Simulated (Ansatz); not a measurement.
## BN, space group P6_3mc: band-curvature effective masses by finite differences

Run with Ansatz's Python interface.

Input file `POSCAR`:
```text
BN
1.0
   2.53600000    0.00000000    0.00000000
  -1.26800000    2.19624042    0.00000000
   0.00000000    0.00000000    4.19900000
B N
2 2
Direct
   0.66666667    0.33333333    0.00000000
   0.33333333    0.66666667    0.50000000
   0.66666667    0.33333333    0.37500000
   0.33333333    0.66666667    0.87500000
```

`mass_bn.py`:
```python
"""Effective masses of BN by finite differences."""

import ansatz as az
from ase.io import read
import numpy as np

atoms = read("POSCAR", format="vasp")
bn = az.Crystal.from_ase(atoms)

base = (
    bn.calculation()
    .basis(14 * az.Ha, density_ratio=8)
    .functional("pbesol")
    .kpoints(spacing=0.72)
    .occupations("fixed")
)
# step 1: where the edges lie on the mesh
outcome = base.band_table().run(threads=1, backend="cpu")
data = outcome.report
levels = np.array(data["eigenvalues_ev"])
filled = round(data["n_electrons"] / 2)
edges = {"top filled band": (filled - 1, levels[:, filled - 1].argmax()), "lowest empty band": (filled, levels[:, filled].argmin())}
gap = levels[:, filled].min() - levels[:, filled - 1].max()
print(f"gap on the mesh {gap:.3f} eV")
if gap <= 0.05:
    print("no gap: band-edge masses have no meaning here")
    edges = {}
reciprocal = 2 * np.pi * np.linalg.inv(outcome.lattice.cell_ang).T
step = 0.02  # 1/A

# second differences give the curvature tensor; masses are hbar^2/m_e = 7.61996 eV A^2 over its eigenvalues
# a slope that is not zero means that the extremum lies off this mesh point
pairs = [(0, 1), (0, 2), (1, 2)]
moves = [sign * axis for axis in np.eye(3) for sign in (-1, 1)]
moves += [s1 * np.eye(3)[i] + s2 * np.eye(3)[j] for i, j in pairs for s1 in (1, -1) for s2 in (1, -1)]
for name, (band, index) in edges.items():
    together = int(np.sum(np.abs(levels[index] - levels[index, band]) < 2e-3))
    print(name, "at k =", np.round(data["kpoints_frac"][index], 4), f"E = {levels[index, band]:.4f} eV, degeneracy {together}")
    centre = np.array(data["kpoints_frac"][index]) @ reciprocal
    points = [centre] + [centre + step * move for move in moves]
    table = base.band_structure(points, intervals=1, cartesian=True).run(threads=1, backend="cpu").band_structure().channels[0].eigenvalues_ev
    if together > 1:
        level = np.flatnonzero(np.abs(levels[index] - levels[index, band]) < 2e-3)
        along = (table[1, level] + table[2, level] - 2 * table[0, level]) / step ** 2
        print("  degenerate level, no single mass tensor; masses of its branches along x:", np.round(7.61996 / along, 3), "m_e")
        continue
    e = table[:, band]
    hessian = np.diag((e[1:7:2] + e[2:7:2] - 2 * e[0]) / step ** 2)
    for (i, j), (pp, pm, mp, mm) in zip(pairs, e[7:].reshape(3, 4)):
        hessian[i, j] = hessian[j, i] = (pp - pm - mp + mm) / (4 * step ** 2)
    curvatures, axes = np.linalg.eigh(hessian)
    slope = (e[2:7:2] - e[1:7:2]) / (2 * step)
    print("  slope (eV A):", np.round(slope, 3) + 0.0, "" if np.abs(slope).max() < 0.05 else "- no extremum here, so these are local curvatures and no band-edge masses")
    for curvature, axis in zip(curvatures, axes.T):
        print(f"  principal mass {7.61996 / curvature:8.3f} m_e along", np.round(axis, 2) + 0.0)
```

`python mass_bn.py` gives:
```text
DeckWarning: basis.ecutwfc = 380.959407443832 eV is below the records' recommended 420 eV, and the density's cutoff is lower with it unless basis.ecutrho_ratio is high enough to keep the records' density cutoff: compare with a run at a higher cutoff
gap on the mesh 6.106 eV
top filled band at k = [0. 0. 0.] E = 11.4736 eV, degeneracy 2
  degenerate level, no single mass tensor; masses of its branches along x: [-0.356 -1.332] m_e
lowest empty band at k = [0.25 0.25 0.  ] E = 17.5799 eV, degeneracy 1
  slope (eV A): [-2.465 -4.269  0.   ] - no extremum here, so these are local curvatures and no band-edge masses
  principal mass    1.060 m_e along [0.5  0.87 0.  ]
  principal mass    0.525 m_e along [ 0.87 -0.5   0.  ]
  principal mass    0.358 m_e along [0. 0. 1.]
```
(Warnings from the package without file and line.)

Notes:
- The settings weren't tested for convergence.
- The cutoff lies under the one recommended for these potentials.
- Along an axis with an odd division the mesh misses the point at one half; a gap read on a finite mesh is an upper bound on this functional's gap.
- Semilocal gaps usually lie well under measured ones.
- Energy and stress may still move on a finer k-point mesh.
- Of the deposited cell: the entry's cell lengths or inner coordinates differ somewhat from later room-temperature determinations.
- The structure is a deposited one; some such entries were measured under pressure or heat, so a shift against it needn't be the functional's error alone.
- Gaps and levels are Kohn-Sham values on a finite set of k-points.
- The masses are finite-difference curvatures at extrema found on a coarse mesh, which needn't be the true band edges; a step that is long against the gap makes them too heavy. Negative values are curvatures of valence bands (the hole mass is their size). Spin-orbit coupling is left out, and light masses scale with the Kohn-Sham gap.
- It ran for 2.1 s on 1 thread of Arm Neoverse V2 (shared host), peak memory 0.37 GiB.

(Lines on the test bed's own set-up are left out of the output.)
